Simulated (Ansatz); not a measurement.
# AlP: the cost of one run

Method: DFT PBE, scalar-relativistic, plane waves, PAW, in Ansatz 0.2.0.

The COD entry's cell or inner coordinates are ideal or old and differ from later refinements, so a difference from it is no clean test against experiment.

1 further run of the same task is left out (set aside as unsound or not needed).

## (1) The system as given

Symmetry: F-43m, No. 216, cubic system. The conventional cell has a = 5.507 Å, b = 5.507 Å, c = 5.507 Å, α = 90.00°, β = 90.00°, γ = 90.00°. Al (site symmetry -43m) is surrounded by 4 P at 2.38 Å. P (site symmetry -43m) is surrounded by 4 Al at 2.38 Å.

Structure file:

```cif
data_structure
_symmetry_space_group_name_H-M 'F-43m'
_symmetry_Int_Tables_number 216
_cell_length_a 5.5068
_cell_length_b 5.5068
_cell_length_c 5.5068
_cell_angle_alpha 90.000
_cell_angle_beta 90.000
_cell_angle_gamma 90.000
_cell_volume 166.99
loop_
_atom_site_label
_atom_site_type_symbol
_atom_site_symmetry_multiplicity
_atom_site_Wyckoff_symbol
_atom_site_fract_x
_atom_site_fract_y
_atom_site_fract_z
_atom_site_occupancy
Al1 Al 4 a 0.00000 0.00000 0.00000 1
P1 P 4 d 0.25000 0.25000 0.75000 1
```

This cell was relaxed beforehand with the same method: volume 20.87 Å³/atom, gap on the mesh 1.63 eV.

## (2) Next: the cluster of 12 host atoms, cut as a cube about point 0.22 0.01 0.23, shaken

The cluster is cut from the relaxed crystal and set in a periodic box with vacuum round it. Its excess energy counts from the bulk, -647.2216 eV an atom.

The cell holds 6 Al, 6 P: a = 15.400 Å, b = 14.300 Å, c = 14.600 Å, α = 90.00°, β = 90.00°, γ = 90.00°.

## (3) Relaxation

input.yaml reads:

```yaml
crystal:
  lattice:
    - [15.4, 0.0, 0.0]
    - [0.0, 14.3, 0.0]
    - [0.0, 0.0, 14.6]
  atoms:
    - { symbol: Al, position: [0.4613424148, 0.4965613536, 0.4071031107], spin: 0.4 }
    - { symbol: P, position: [0.5457820263, 0.5946089898, 0.3121526989], spin: 0.4 }
    - { symbol: P, position: [0.5418607697, 0.5907814684, 0.6884291554], spin: 0.4 }
    - { symbol: Al, position: [0.4552025835, 0.3031089864, 0.5938560978], spin: 0.4 }
    - { symbol: Al, position: [0.4622849355, 0.6977973874, 0.5967725909], spin: 0.4 }
    - { symbol: P, position: [0.5431704367, 0.4123801392, 0.5005087134], spin: 0.4 }
    - { symbol: Al, position: [0.2841228409, 0.500063134, 0.598963883], spin: 0.4 }
    - { symbol: Al, position: [0.6354791667, 0.5022754133, 0.5971357759], spin: 0.4 }
    - { symbol: P, position: [0.3704111511, 0.5974478835, 0.4981154921], spin: 0.4 }
    - { symbol: P, position: [0.724180818, 0.6032270032, 0.4957557974], spin: 0.4 }
    - { symbol: Al, position: [0.6322643319, 0.6903489335, 0.4047873247], spin: 0.4 }
    - { symbol: P, position: [0.3743932174, 0.4006272029, 0.6847989498], spin: 0.4 }
basis:
  ecutwfc: 420
kpoints:
  mp_grid: { grid: [1, 1, 1] }
hamiltonian:
  xc: pbe
scf:
  occupations: { method: gaussian, width: 0.05 }
output:
  forces: true
  eigenvalues: true
  populations: true
  write_density: true
  write_potential: true
  elf: true
  volumetric_format: npy
magnetization:
  spin_polarized: true
relax:
  adjacent_minimum: "off"
  f_tol: 0.03
  max_steps: 40
```

Run with:

```sh
ansatz run input.yaml --threads 4 --pin off --max-ram 11264MiB --backend cpu --events-out ev --progress --plain --runs-dir out
```

Q: Estimate wall time and peak memory on 4 threads of AMD EPYC 9R45 (Zen 5), shared host.

About 3.1 min, with a peak of 2.2 GiB.
